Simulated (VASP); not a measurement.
# BaS (Fm-3m) in VASP: notebook, part 2 of 2

VASP 6.6.1. The steps go on from the part before.

### 4 Single point, BLYP

This run uses another cell than the first one, of 34.90 Å³/atom, 1.071 times its volume.

Input file INCAR:

```
AGGAC = 1.0
AGGAX = 1.0
ALDAC = 0.0
ALDAX = 1.0
ALGO = Normal
EDIFF = 1E-7
ENCUT = 520
GGA = B5
ISIF = 2
ISMEAR = -1
LASPH = True
LCHARG = True
LELF = True
LREAL = False
LVHAR = True
LWAVE = False
NBANDS = 15
NELM = 60
PREC = Accurate
SIGMA = 0.05
```

Input file KPOINTS:

```
k-points
0
Gamma
  7 7 7
```

Input file POSCAR:

```
BaS
1.0
    0.0000000000      3.2679556572      3.2679556572
    3.2679556572      0.0000000000      3.2679556572
    3.2679556572      3.2679556572      0.0000000000
Ba S
1 1
Direct
    0.0000000000      0.0000000000      0.0000000000
    0.5000000000      0.5000000000      0.5000000000
```

Potentials or basis: VASP PAW PBE potentials, release 64 (Ba_sv, S).

Run with:

```sh
> cat potpaw_PBE.64/Ba_sv/POTCAR potpaw_PBE.64/S/POTCAR > POTCAR
> mpirun -np 1 vasp_std > vasp.out
```

OUTCAR:

```text
EDIFF = 1E-7
   ENCUT = 520
   GGA = B5
   ISIF = 2
   ISMEAR = -1
   LASPH = True
   LREAL = False
   NELM = 60
   PREC = Accurate

 ion  position               nearest neighbor table
   1  0.000  0.000  0.000-   2 3.27   2 3.27   2 3.27   2 3.27   2 3.27   2 3.27
   2  0.500  0.500  0.500-   1 3.27   1 3.27   1 3.27   1 3.27   1 3.27   1 3.27

  LATTYP: Found a face centered cubic cell.
 ALAT       =     6.5359113144

  Lattice vectors:

 A1 = (   0.0000000000,   3.2679556572,   3.2679556572)
 A2 = (   3.2679556572,   0.0000000000,   3.2679556572)
 A3 = (   3.2679556572,   3.2679556572,   0.0000000000)

Analysis of symmetry for initial positions (statically):
=====================================================================
 Subroutine PRICEL returns:
 Original cell was already a primitive cell.

 Routine SETGRP: Setting up the symmetry group for a
 face centered cubic supercell.

 Subroutine GETGRP returns: Found 48 space group operations
 (whereof 48 operations were pure point group operations)
 out of a pool of 48 trial point group operations.

[... 167 lines left out ...]
      3      -9.9165      2.00000
      4      -9.9165      2.00000
      5      -8.7234      2.00000
      6       1.5256      2.00000
      7       1.5256      2.00000
      8       1.5256      2.00000
      9       4.9557      0.00000
     10       5.3631      0.00000
     11       5.3631      0.00000
     12       5.3631      0.00000
     13       6.2256      0.00000
     14       6.2256      0.00000
[... 329 lines left out ...]
      2     -10.3517      2.00000
      3     -10.1875      2.00000
      4     -10.0748      2.00000
      5      -8.2437      2.00000
      6       0.4970      2.00000
      7       0.9657      2.00000
      8       1.0047      2.00000
      9       5.4614      0.00000
     10       6.2884      0.00000
     11       7.5548      0.00000
     12       8.2715      0.00000
     13       8.3157      0.00000
     14      10.1267      0.00000
     15      11.3435      0.00000

------------------------ aborting loop because EDIFF is reached ----------------------------------------

  FORCE on cell =-STRESS in cart. coord.  units (eV):
  Direction    XX          YY          ZZ          XY          YZ          ZX
  --------------------------------------------------------------------------------------
  -------------------------------------------------------------------------------------
  Total        0.2097136      0.2097136      0.2097136      0.0000000      0.0000000      0.0000000
  in kB        4.8136973      4.8136973      4.8136973      0.0000000      0.0000000      0.0000000
  external PRESSURE =       4.8136973 kB  Pullay stress =       0.0000000 kB

 VOLUME and BASIS-vectors are now :
 -----------------------------------------------------------------------------
  energy-cutoff  :      520.00
  volume of cell :       69.80
      direct lattice vectors                 reciprocal lattice vectors
     0.000000000  3.267955657  3.267955657    -0.153000852  0.153000852  0.153000852
     3.267955657  0.000000000  3.267955657     0.153000852 -0.153000852  0.153000852
     3.267955657  3.267955657  0.000000000     0.153000852  0.153000852 -0.153000852

 POSITION                                       TOTAL-FORCE (eV/Angst)
 -----------------------------------------------------------------------------------
      0.00000      0.00000      0.00000        -0.000000      0.000000      0.000000
      3.26796      3.26796      3.26796         0.000000     -0.000000     -0.000000
 -----------------------------------------------------------------------------------
    total drift:                                0.000000      0.000000      0.000000

  FREE ENERGIE OF THE ION-ELECTRON SYSTEM (eV)
  ---------------------------------------------------
  free  energy   TOTEN  =        -9.3436849519 eV

  energy  without entropy=       -9.3436849518  energy(sigma->0) =       -9.34368495
```

stdout:

```text
POSCAR found type information on POSCAR BaS
 POSCAR found :  2 types and       2 ions
 scaLAPACK will be used
 -----------------------------------------------------------------------------
|                                                                             |
|                                                                             |
|     You enforced a specific xc type in the INCAR file but a different       |
|     I HOPE YOU KNOW WHAT YOU ARE DOING!                                     |
|                                                                             |
 -----------------------------------------------------------------------------

 LDA part: xc-table for (Slater(with rela. corr.)+VWN5), standard interpolation
 POSCAR, INCAR and KPOINTS ok, starting setup
 FFT: planning ... GRIDC
 FFT: planning ... GRID_SOFT
 FFT: planning ... GRID
 WAVECAR not read
 entering main loop
```

Run time: 57 s. Hardware: 1 thread of Intel Xeon 6975P-C, shared host; peak memory 0.21 GiB.

What came out:

- Free energy: -9.3437 eV
- Pressure: 0.5 GPa
- Band gap on the k mesh: 2.34 eV, indirect (least direct gap 2.50 eV)

Caveat: the PAW data sets were made with another functional, which shifts forces and pressure a little; spin-orbit coupling is left out, which moves the levels of the heavy elements.

### 5 Overview

| level | cell | k mesh | gap on the mesh (eV) | pressure (GPa) |
| --- | --- | --- | --- | --- |
| PBE | a = 4.517 Å, angles 60.0°, 2 atoms | 10 × 10 × 10 | 2.11 | 1.4 |
| PBEsol | a = 4.517 Å, angles 60.0°, 2 atoms | 6 × 6 × 6 | 1.98 | -0.5 |
| BLYP | a = 4.622 Å, angles 60.0°, 2 atoms | 7 × 7 × 7 | 2.34 | 0.5 |

Alike in all rows: task single point; potentials or basis VASP PAW PBE potentials, release 64 (Ba_sv, S); no spin polarisation; cutoff (eV) 520; smearing fermi-dirac 0.05 eV.

Caveats: spin-orbit coupling is left out, which moves the levels of the heavy elements; the PAW data sets were made with another functional, which shifts forces and pressure a little (some runs).

Total energies depend on the potentials used, so only differences within one code and one set of settings carry meaning.

### 6 Comparison with measurements

Step 2. Measured gap of BaS: 3.806 eV (indirect; 2 K; a printed reference work, monograph, original work of 1988). This calculation gives 2.11 eV (-1.70 eV). Spin-orbit coupling on Ba is left out. The value is that of PBE on a finite k mesh, which can miss the band edges, without temperature or zero-point motion. Semilocal functionals fall short of measured gaps as a rule.

Step 3. A measured gap of BaS is 3.806 eV (indirect; 2 K; a printed reference work, monograph, original work of 1988); the calculated 1.98 eV misses it by -1.82 eV. Spin-orbit coupling on Ba is left out. The value is that of PBEsol on a finite k mesh, which can miss the band edges, without temperature or zero-point motion. Semilocal functionals fall short of measured gaps as a rule.

Step 4. Against the measured gap of BaS, 3.806 eV (indirect; 2 K; a printed reference work, monograph, original work of 1988), the calculated 2.34 eV is off by -1.47 eV. Spin-orbit coupling on Ba is left out. The value is that of BLYP on a finite k mesh, which can miss the band edges, without temperature or zero-point motion. Semilocal functionals fall short of measured gaps as a rule.
